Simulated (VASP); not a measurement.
# InSe in VASP: a series of runs, part 2 of 2

VASP 6.6.1.

## Step 3: Relaxation of cell and atoms, PBE+D3(BJ)

This run uses another cell than the first one, of 42.86 Å³/atom, 1.017 times its volume.

File INCAR:

```
ALGO     = Normal         # electronic algorithm
EDIFF    = 1E-7           # SCF threshold, eV
EDIFFG   = -0.005         # ionic threshold
ENCUT    = 600            # plane-wave cutoff, eV
GGA      = PE             # functional
IBRION   = 2              # ionic algorithm
ISIF     = 3              # what is computed and relaxed
ISMEAR   = 0              # smearing method
IVDW     = 12             # dispersion correction
KPAR     = 8            
LASPH    = T              # aspherical terms in the spheres
LATTICE_CONSTRAINTS= .TRUE. .TRUE. .FALSE.
LCHARG   = F              # write CHGCAR
LREAL    = F              # projectors in reciprocal space
LWAVE    = F              # write WAVECAR
NELM     = 80             # most SCF steps
NSW      = 90             # ionic steps
PREC     = Accurate       # precision mode
SIGMA    = 0.03           # smearing width, eV
```

File KPOINTS:

```
k-points
0
Gamma
  9 9 1
```

File POSCAR:

```
InSe                                    
1.0
    4.0331521166      0.0000000000      0.0000000000
   -2.0165760583      3.4928121953      0.0000000000
    0.0000000000      0.0000000000     48.6777120000
  Se              In            
     8     8
Direct
     0.0000000000000000    0.0000000000000000    0.1879424213051437
     0.0000000000000000    0.0000000000000000    0.2984851191543082
     0.6666666699999979    0.3333333300000021    0.3592610405747665
     0.6666666699999979    0.3333333300000021    0.4695318719324120
     0.3333333300000021    0.6666666699999979    0.5304130384162484
     0.3333333300000021    0.6666666699999979    0.6407031262002856
     0.0000000000000000    0.0000000000000000    0.7015381808824840
     0.0000000000000000    0.0000000000000000    0.8120389387315112
     0.6666666699999979    0.3333333300000021    0.2145278885451569
     0.6666666699999979    0.3333333300000021    0.2719638336930786
     0.3333333300000021    0.6666666699999979    0.3856803535942511
     0.3333333300000021    0.6666666699999979    0.4430625919828378
     0.0000000000000000    0.0000000000000000    0.5568489725853650
     0.0000000000000000    0.0000000000000000    0.6142431626581975
     0.6666666699999979    0.3333333300000021    0.7280221879030366
     0.6666666699999979    0.3333333300000021    0.7854598618409276
```

Potentials or basis: VASP PAW PBE potentials, release 64 (Se, In_d).

The run is started by

```console
$ cat potpaw_PBE.64/Se/POTCAR potpaw_PBE.64/In_d/POTCAR > POTCAR
$ mpirun -np 8 vasp_std > vasp.out
```

OUTCAR:

```text
EDIFF = 1E-7
   EDIFFG = -0.005
   ENCUT = 600
   GGA = PE
   IBRION = 2
   ISIF = 3
   ISMEAR = 0
   IVDW = 12
   LASPH = T
   LREAL = F
   NELM = 80
   NSW = 90
   PREC = Accurate
 IVDW          = 12

 ion  position               nearest neighbor table
   1  0.000  0.000  0.188-   9 2.66   9 2.66   9 2.66
   2  0.000  0.000  0.298-  10 2.66  10 2.66  10 2.66
   3  0.667  0.333  0.359-  11 2.66  11 2.66  11 2.66
   4  0.667  0.333  0.470-  12 2.66  12 2.66  12 2.66
   5  0.333  0.667  0.530-  13 2.66  13 2.66  13 2.66
   6  0.333  0.667  0.641-  14 2.66  14 2.66  14 2.66
   7  0.000  0.000  0.702-  15 2.66  15 2.66  15 2.66
   8  0.000  0.000  0.812-  16 2.66  16 2.66  16 2.66
   9  0.667  0.333  0.215-   1 2.66   1 2.66   1 2.66  10 2.80
  10  0.667  0.333  0.272-   2 2.66   2 2.66   2 2.66   9 2.80
  11  0.333  0.667  0.386-   3 2.66   3 2.66   3 2.66  12 2.79
  12  0.333  0.667  0.443-   4 2.66   4 2.66   4 2.66  11 2.79
  13  0.000  0.000  0.557-   5 2.66   5 2.66   5 2.66  14 2.79
  14  0.000  0.000  0.614-   6 2.66   6 2.66   6 2.66  13 2.79
  15  0.667  0.333  0.728-   7 2.66   7 2.66   7 2.66  16 2.80
[... 364 lines left out ...]

 number of electron     152.0000000 magnetization

 Free energy of the ion-electron system (eV)
  ---------------------------------------------------
  ext. energy  EPLUGINS =         0.00000000
  ---------------------------------------------------
  free energy    TOTEN  =       -56.68582498 eV

  energy without entropy =      -56.68582498  energy(sigma->0) =      -56.68582498

 E-fermi :   1.0992     XC(G=0):  -6.3047

 val. band max:        0.9420856176   @ k =   0.1111   0.0000   0.0000
 cond. band min:       1.6199246868   @ k =   0.0000   0.0000   0.0000
 fundamental gap:      0.6778390693
 Fermi energy:         1.0991785637

 k-point     1 :       0.0000    0.0000    0.0000
  band No.  band energies     occupation
      1     -13.6711      2.00000
      2     -13.6695      2.00000
      3     -13.6508      2.00000
      4     -13.6433      2.00000
      5     -13.4853      2.00000
      6     -13.4853      2.00000
[... 1081 lines left out ...]
     87       4.3984      0.00000
     88       4.4461      0.00000
 [bands above 88 left out]

------------------------ aborting loop because EDIFF is reached ----------------------------------------

 Edisp (eV)   -4.46441

 E8    (eV) :    -2.0707
[... 39 lines left out ...]
  FREE ENERGIE OF THE ION-ELECTRON SYSTEM (eV)
  ---------------------------------------------------
  free  energy   TOTEN  =       -61.1502301248 eV

  energy  without entropy=      -61.1502301248  energy(sigma->0) =      -61.15023012

 reached required accuracy - stopping structural energy minimisation
```

It took 11 min on 8 MPI ranks of Intel Xeon 6975P-C (Granite Rapids), shared host; peak memory 1.3 GiB.

Results:

```yaml
Free_energy: -61.1502 eV
Relaxed_volume: 42.87 Å³/atom
Relaxed_cell: a = 4.034 Å, b = 4.034 Å, c = 48.678 Å, α = 90.00°, β = 90.00°, γ = 120.00°
Space_group_after_relaxing_to_0.05_Å: P3m1 (No. 156)
Energy_gained_by_relaxing: 0.0 meV/atom
Ionic_steps: 4
Largest_force_after_relaxing: 0.004 eV/Å
Band_gap_on_the_k_mesh: 0.68 eV, indirect (least direct gap 0.70 eV)
Dispersion_energy_per_atom: -0.279 eV
```

Forces in eV/Å, atoms in the order of the input:
```
Se   0.000  0.000  0.003
Se   0.000  0.000 -0.002
Se   0.000  0.000  0.000
Se   0.000  0.000  0.001
Se   0.000  0.000  0.000
Se   0.000  0.000 -0.001
Se   0.000  0.000  0.002
Se   0.000  0.000 -0.004
In   0.000  0.000  0.004
In   0.000  0.000 -0.002
In   0.000  0.000 -0.004
In   0.000  0.000  0.004
In   0.000  0.000 -0.004
In   0.000  0.000  0.004
In   0.000  0.000  0.001
In   0.000  0.000 -0.002
```

Final structure:
```yaml
crystal:
  lattice:
    - [4.03372, 0.00000, 0.00000]
    - [-2.01686, 3.49330, 0.00000]
    - [0.00000, 0.00000, 48.67771]
  atoms:
    - { symbol: Se, position: [0.00000, 0.00000, 0.18796] }
    - { symbol: Se, position: [0.00000, 0.00000, 0.29847] }
    - { symbol: Se, position: [0.66667, 0.33333, 0.35924] }
    - { symbol: Se, position: [0.66667, 0.33333, 0.46955] }
    - { symbol: Se, position: [0.33333, 0.66667, 0.53040] }
    - { symbol: Se, position: [0.33333, 0.66667, 0.64072] }
    - { symbol: Se, position: [0.00000, 0.00000, 0.70155] }
    - { symbol: Se, position: [0.00000, 0.00000, 0.81203] }
    - { symbol: In, position: [0.66667, 0.33333, 0.21453] }
    - { symbol: In, position: [0.66667, 0.33333, 0.27197] }
    - { symbol: In, position: [0.33333, 0.66667, 0.38568] }
    - { symbol: In, position: [0.33333, 0.66667, 0.44307] }
    - { symbol: In, position: [0.00000, 0.00000, 0.55685] }
    - { symbol: In, position: [0.00000, 0.00000, 0.61424] }
    - { symbol: In, position: [0.66667, 0.33333, 0.72802] }
    - { symbol: In, position: [0.66667, 0.33333, 0.78545] }
```

Levels at points of the mesh, in eV from the valence-band top:
| k point | band 73 | band 74 | band 75 | band 76 | band 77 | band 78 | band 79 | band 80 |
| --- | --- | --- | --- | --- | --- | --- | --- | --- |
| (0.00, 0.00, 0.00) | -0.93 | -0.90 | -0.47 | -0.03 | 0.68 | 1.07 | 1.47 | 1.78 |

Caveat: spin-orbit coupling is left out, which moves the levels of the heavy elements.
